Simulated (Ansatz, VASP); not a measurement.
**Two plane-wave programs on SiC (Moissanite 3C)**

```
Si C
1.0
     0.00000    2.17841    2.17841
     2.17841    0.00000    2.17841
     2.17841    2.17841    0.00000
Si C
1 1
Cartesian
  0.0000 0.0000 0.0000
  1.0892 1.0892 1.0892
```

Alike in both runs: task single point; functional PBEsol; k mesh 18 × 18 × 18; occupations gaussian, width 0.05 eV; no spin polarisation.

```csv
,VASP,Ansatz
version,VASP 6.6.1,Ansatz 0.2.0
potentials or method,"VASP PAW PBE potentials, release 64 (Si, C)","scalar-relativistic, plane waves, PAW"
plane-wave cutoff (eV),520,420
valence electrons in the cell,8,8
```

|  | VASP | Ansatz | Ansatz less VASP |
| --- | --- | --- | --- |
| gap on the k mesh at the Fermi level (eV) | 1.23 | 1.24 | +0.010 |
| least direct gap on the mesh (eV) | 4.44 | 4.45 | +0.009 |
| pressure (GPa) | 0.4 | 0.0 | -0.35 |

With one functional, cell and mesh, what is left measures potentials, basis and numerics.

Caveats: the PAW data sets were made with another functional, which shifts forces and pressure a little (VASP). A k mesh can miss the band edges.
